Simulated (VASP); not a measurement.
A run of VASP 6.6.1 is set up as follows.

INCAR

```
SYSTEM = GaN
PREC = Accurate
ENCUT = 520
EDIFF = 1E-6
ISMEAR = 0
SIGMA = 0.03
LREAL = .FALSE.
LASPH = .TRUE.
NELM = 80
ALGO = Normal
ISIF = 2
LWAVE = .FALSE.
LCHARG = .FALSE.
LNONCOLLINEAR = .TRUE.
MAGMOM = 0 0 0 0 0 0
LORBIT = 11
LSORBIT = .TRUE.
GGA_COMPAT = .FALSE.
GGA = PE
NBANDS = 32
```

The input KPOINTS:

```
regular mesh
0
G
  8 8 8
  0 0 0
```

The input POSCAR:

```
GaN                                     
1.0
    0.0000000000      2.2741012840      2.2741012840
    2.2741012840      0.0000000000      2.2741012840
    2.2741012840      2.2741012840      0.0000000000
  Ga              N             
     1     1
Direct
     0.0000000000000000    0.0000000000000000    0.0000000000000000
     0.7500000000000000    0.7500000000000000    0.7500000000000000
```

The input KPOINTS_OPT:

```
explicit points
109
Reciprocal
 0.0000000000  0.0000000000  0.0000000000 1
 0.0555555556  0.0000000000  0.0555555556 1
 0.1111111111  0.0000000000  0.1111111111 1
 0.1666666667  0.0000000000  0.1666666667 1
 0.2222222222  0.0000000000  0.2222222222 1
 0.2777777778  0.0000000000  0.2777777778 1
 0.3333333333  0.0000000000  0.3333333333 1
 0.3888888889  0.0000000000  0.3888888889 1
 0.4444444444  0.0000000000  0.4444444444 1
 0.5000000000  0.0000000000  0.5000000000 1
 0.5000000000  0.0000000000  0.5000000000 1
 0.5000000000  0.0277777778  0.5277777778 1
 0.5000000000  0.0555555556  0.5555555556 1
 0.5000000000  0.0833333333  0.5833333333 1
 0.5000000000  0.1111111111  0.6111111111 1
 0.5000000000  0.1388888889  0.6388888889 1
 0.5000000000  0.1666666667  0.6666666667 1
 0.5000000000  0.1944444444  0.6944444444 1
 0.5000000000  0.2222222222  0.7222222222 1
 0.5000000000  0.2500000000  0.7500000000 1
 0.5000000000  0.2500000000  0.7500000000 1
 0.4861111111  0.2638888889  0.7500000000 1
 0.4722222222  0.2777777778  0.7500000000 1
 0.4583333333  0.2916666667  0.7500000000 1
 0.4444444444  0.3055555556  0.7500000000 1
 0.4305555556  0.3194444444  0.7500000000 1
 0.4166666667  0.3333333333  0.7500000000 1
 0.4027777778  0.3472222222  0.7500000000 1
 0.3888888889  0.3611111111  0.7500000000 1
 0.3750000000  0.3750000000  0.7500000000 1
 0.3750000000  0.3750000000  0.7500000000 1
 0.3333333333  0.3333333333  0.6666666667 1
 0.2916666667  0.2916666667  0.5833333333 1
 0.2500000000  0.2500000000  0.5000000000 1
 0.2083333333  0.2083333333  0.4166666667 1
 0.1666666667  0.1666666667  0.3333333333 1
 0.1250000000  0.1250000000  0.2500000000 1
 0.0833333333  0.0833333333  0.1666666667 1
 0.0416666667  0.0416666667  0.0833333333 1
 0.0000000000  0.0000000000  0.0000000000 1
 0.0000000000  0.0000000000  0.0000000000 1
 0.0555555556  0.0555555556  0.0555555556 1
 0.1111111111  0.1111111111  0.1111111111 1
 0.1666666667  0.1666666667  0.1666666667 1
 0.2222222222  0.2222222222  0.2222222222 1
 0.2777777778  0.2777777778  0.2777777778 1
 0.3333333333  0.3333333333  0.3333333333 1
 0.3888888889  0.3888888889  0.3888888889 1
 0.4444444444  0.4444444444  0.4444444444 1
 0.5000000000  0.5000000000  0.5000000000 1
 0.5000000000  0.5000000000  0.5000000000 1
 0.5138888889  0.4722222222  0.5138888889 1
 0.5277777778  0.4444444444  0.5277777778 1
 0.5416666667  0.4166666667  0.5416666667 1
 0.5555555556  0.3888888889  0.5555555556 1
 0.5694444444  0.3611111111  0.5694444444 1
 0.5833333333  0.3333333333  0.5833333333 1
 0.5972222222  0.3055555556  0.5972222222 1
 0.6111111111  0.2777777778  0.6111111111 1
 0.6250000000  0.2500000000  0.6250000000 1
 0.6250000000  0.2500000000  0.6250000000 1
 0.6111111111  0.2500000000  0.6388888889 1
 0.5972222222  0.2500000000  0.6527777778 1
 0.5833333333  0.2500000000  0.6666666667 1
 0.5694444444  0.2500000000  0.6805555556 1
 0.5555555556  0.2500000000  0.6944444444 1
 0.5416666667  0.2500000000  0.7083333333 1
 0.5277777778  0.2500000000  0.7222222222 1
 0.5138888889  0.2500000000  0.7361111111 1
 0.5000000000  0.2500000000  0.7500000000 1
 0.5000000000  0.2500000000  0.7500000000 1
 0.5000000000  0.2777777778  0.7222222222 1
 0.5000000000  0.3055555556  0.6944444444 1
 0.5000000000  0.3333333333  0.6666666667 1
 0.5000000000  0.3611111111  0.6388888889 1
 0.5000000000  0.3888888889  0.6111111111 1
 0.5000000000  0.4166666667  0.5833333333 1
 0.5000000000  0.4444444444  0.5555555556 1
 0.5000000000  0.4722222222  0.5277777778 1
 0.5000000000  0.5000000000  0.5000000000 1
 0.5000000000  0.5000000000  0.5000000000 1
 0.4861111111  0.4861111111  0.5277777778 1
 0.4722222222  0.4722222222  0.5555555556 1
 0.4583333333  0.4583333333  0.5833333333 1
 0.4444444444  0.4444444444  0.6111111111 1
 0.4305555556  0.4305555556  0.6388888889 1
 0.4166666667  0.4166666667  0.6666666667 1
 0.4027777778  0.4027777778  0.6944444444 1
 0.3888888889  0.3888888889  0.7222222222 1
 0.3750000000  0.3750000000  0.7500000000 1
 0.6250000000  0.2500000000  0.6250000000 1
 0.6111111111  0.2222222222  0.6111111111 1
 0.5972222222  0.1944444444  0.5972222222 1
 0.5833333333  0.1666666667  0.5833333333 1
 0.5694444444  0.1388888889  0.5694444444 1
 0.5555555556  0.1111111111  0.5555555556 1
 0.5416666667  0.0833333333  0.5416666667 1
 0.5277777778  0.0555555556  0.5277777778 1
 0.5138888889  0.0277777778  0.5138888889 1
 0.5000000000  0.0000000000  0.5000000000 1
 0.0000000000  0.0000000000  0.0000000000 1
 0.3750000000  0.3750000000  0.7500000000 1
 0.5000000000  0.5000000000  0.5000000000 1
 0.6250000000  0.2500000000  0.6250000000 1
 0.5000000000  0.2500000000  0.7500000000 1
 0.5000000000  0.0000000000  0.5000000000 1
 0.4000000000  0.0000000000  0.4000000000 1
 0.4250000000  0.0000000000  0.4250000000 1
 0.4500000000  0.0000000000  0.4500000000 1
```

Potentials or basis: VASP PAW PBE potentials, release 64 (Ga_d, N).

The run is started by

```console
$ cat potpaw_PBE.64/Ga_d/POTCAR potpaw_PBE.64/N/POTCAR > POTCAR
$ mpirun -np 1 vasp_ncl > vasp.out
```

Task: Estimate the pressure.

Result: 0.1 GPa.
